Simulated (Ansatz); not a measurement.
GeO2:
```cif
data_Ge2O4
_chemical_formula_sum 'Ge2 O4'
_space_group_name_H-M_alt 'P42/mnm'
_space_group_IT_number 136
_space_group_name_Hall '-P 4n 2n'
_cell_length_a 4.42785
_cell_length_b 4.42785
_cell_length_c 2.88428
_cell_angle_alpha 90.000
_cell_angle_beta 90.000
_cell_angle_gamma 90.000
loop_
_atom_site_label
_atom_site_type_symbol
_atom_site_symmetry_multiplicity
_atom_site_Wyckoff_symbol
_atom_site_fract_x
_atom_site_fract_y
_atom_site_fract_z
_atom_site_occupancy
Ge1 Ge 2 a 0.00000 0.00000 0.00000 1
O1 O 4 f 0.30631 0.30631 0.00000 1
```

Relaxed with PBEsol.

Question: Which orbitals make up the states near the band edges in PBEsol (plane waves, PAW; program Ansatz)?

Answer: Top 1 eV of the valence band: O 2p 98 %. Bottom 1 eV of the conduction band: Ge 4s 50 %, O 2s 29 %, O 2p 17 %. Projections are on Löwdin-orthogonalised atomic valence shells; empty p or d shells of many metals are not among them.

Question: Tabulate the density of states.

Answer: States/eV per cell of 6 atoms, in 0.25 eV bins, energy from the valence-band maximum.

```csv
E (eV),total,O 2p,Ge 4s,Ge 4p
-7.85,0.89,0.54,0.19,0.08
-7.60,0.83,0.51,0.16,0.08
-7.35,0.75,0.47,0.13,0.07
-7.10,0.88,0.58,0.10,0.14
-6.85,1.71,1.19,0.09,0.36
-6.60,2.15,1.53,0.08,0.47
-6.35,1.95,1.39,0.07,0.41
-6.10,1.99,1.44,0.07,0.40
-5.85,2.29,1.67,0.07,0.46
-5.60,2.62,1.94,0.07,0.52
-5.35,3.16,2.36,0.06,0.62
-5.10,3.05,2.29,0.06,0.56
-4.85,2.62,2.01,0.05,0.44
-4.60,2.62,2.05,0.04,0.41
-4.35,2.75,2.22,0.04,0.37
-4.10,2.13,1.76,0.02,0.24
-3.85,2.46,2.04,0.02,0.28
-3.60,2.76,2.32,0.02,0.29
-3.35,2.57,2.21,0.02,0.22
-3.10,2.57,2.26,0.02,0.18
-2.85,3.63,3.27,0.02,0.19
-2.60,4.25,3.94,0.02,0.14
-2.35,3.82,3.62,0.01,0.07
-2.10,4.20,4.05,0.01,0.04
-1.85,4.26,4.11,0.01,0.04
-1.60,5.24,5.05,0.02,0.05
-1.35,5.35,5.24,0.01,0.02
-1.10,5.68,5.58,0.01,0.02
-0.85,3.38,3.31,0.00,0.02
-0.60,1.21,1.18,0.00,0.01
-0.35,0.59,0.57,0.00,0.01
-0.10,0.17,0.17,0.00,0.00
0.15,0.00,0.00,0.00,0.00
0.40,0.00,0.00,0.00,0.00
0.65,0.00,0.00,0.00,0.00
0.90,0.00,0.00,0.00,0.00
1.15,0.00,0.00,0.00,0.00
1.40,0.00,0.00,0.00,0.00
1.65,0.00,0.00,0.00,0.00
1.90,0.02,0.00,0.01,0.00
2.15,0.05,0.01,0.03,0.00
2.40,0.07,0.01,0.04,0.00
2.65,0.10,0.02,0.05,0.00
2.90,0.13,0.03,0.06,0.00
3.15,0.17,0.04,0.08,0.01
3.40,0.22,0.06,0.10,0.01
3.65,0.28,0.08,0.12,0.01
3.90,0.35,0.10,0.16,0.02
4.15,0.46,0.14,0.20,0.02
4.40,0.61,0.19,0.28,0.03
4.65,1.15,0.36,0.53,0.07
4.90,2.00,0.65,0.92,0.14
5.15,2.24,0.75,1.03,0.15
5.40,1.88,0.65,0.86,0.12
5.65,1.79,0.63,0.82,0.10
5.90,1.35,0.49,0.63,0.08
6.15,1.24,0.48,0.60,0.05
6.40,0.89,0.35,0.44,0.03
```

Space group P4_2/mnm (rutile). Symmetry was held in the PBEsol relaxation; phonons on a q-mesh show no instability. Spin–orbit coupling is left out wherever it is not named.

Potentials: the later of the program's two PAW sets.
